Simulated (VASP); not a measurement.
Set up this calculation in VASP 6.6.1, as the native input.

```
Task                   : single point
Functional             : PBE
Dispersion             : D3(BJ)
Potentials or basis    : VASP PAW PBE potentials, release 64 (S, Mo_sv)
Cutoff                 : 520 eV
k mesh                 : 12 × 12 × 1
Occupations            : gaussian, width 0.01 eV
Spin                   : no spin polarisation
Dipole correction      : yes
Further INCAR settings : ALGO = Fast; EDIFF = 1e-06; NBANDS = 49
```

The structure of MoS2 lies in POSCAR:

```
MoS2
1.0
    3.1509023773      0.0000000000      0.0000000000
   -1.5754511887      2.7287615036      0.0000000000
    0.0000000000      0.0000000000     56.4427219317
S Mo
6 3
Direct
    0.3333333333      0.6666666667      0.3649873176
    0.3333333333      0.6666666667      0.4205180818
    0.6666666667      0.3333333333      0.4722649672
    0.6666666667      0.3333333333      0.5277350328
    0.3333333333      0.6666666667      0.5794819182
    0.3333333333      0.6666666667      0.6350126824
    0.6666666667      0.3333333333      0.3927672078
    0.3333333333      0.6666666667      0.5000000000
    0.6666666667      0.3333333333      0.6072327922
```

The cell isn't the ideal one: cell and atoms relaxed tightly for the modes.

The input as run:

INCAR

```
PREC = Accurate
ENCUT = 520
EDIFF = 1E-6
ISMEAR = 0
SIGMA = 0.01
LREAL = False
LASPH = True
NELM = 100
ALGO = Fast
ISIF = 2
LWAVE = False
LCHARG = False
LDIPOL = True
IDIPOL = 3
DIPOL = 0.5 0.5 0.500
GGA = PE
IVDW = 12
NBANDS = 49
```

KPOINTS

```
Automatic mesh
0
Gamma
  12 12 1
```

Potentials or basis: VASP PAW PBE potentials, release 64 (S, Mo_sv).

Run with:

```bash
$ cat potpaw_PBE.64/S/POTCAR potpaw_PBE.64/Mo_sv/POTCAR > POTCAR
$ mpirun -np 1 vasp_std > vasp.out
```

It gave:

* Largest force: 0.015 eV/Å
* Band gap on the k mesh: 1.02 eV, indirect (least direct gap 1.72 eV)
* Dispersion energy per atom: -0.396 eV

It took 10 min on 1 thread of AMD EPYC 9R45 96-Core Processor (Zen 5) (shared host), peak memory 0.7 GiB.
